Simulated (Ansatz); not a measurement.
Ribbons are cut from the relaxed Si monolayer (P-3m1, bond 2.28 Å, gap on the mesh 0.00 eV); N counts dimer lines (armchair) or zigzag chains, and the edge energy is per length, the mean of both edges over the sheet.

Level of theory: DFT PBE, scalar-relativistic, plane waves, PAW in Ansatz.

Cutoff 420 eV, Gaussian smearing of 0.05 eV, energies at zero smearing, symmetry of each start kept, collinear spin where a moment is listed.

| start | atoms | k mesh | edge energy (eV/Å) | period (Å) | gap on the mesh (eV) | highest filled level or Fermi level under vacuum (eV) | size of the moment (μB per cell) |
| --- | --- | --- | --- | --- | --- | --- | --- |
| zigzag, N = 4 | 8 | 1×1×23 | 0.350 | 3.834 | 0.21 | - | - |
| zigzag, N = 4, edge spins started parallel | 8 | 1×1×23 | 0.351 | 3.832 | 0 | 4.96 | 1.26 |
| armchair, N = 6 | 12 | 1×1×8 | 0.335 | 6.722 | 0.30 | - | - |

A dash: not computed, or not clear enough to read.

The gap is read on a mesh, which can miss the band edges, so it can be too wide.

Edges run without spin may have a lower magnetic state.

Cost: 3 runs of about 44 core-minutes in all, on Intel Xeon Processor @ 2.50GHz (Skylake/Cascade Lake) (shared hosts).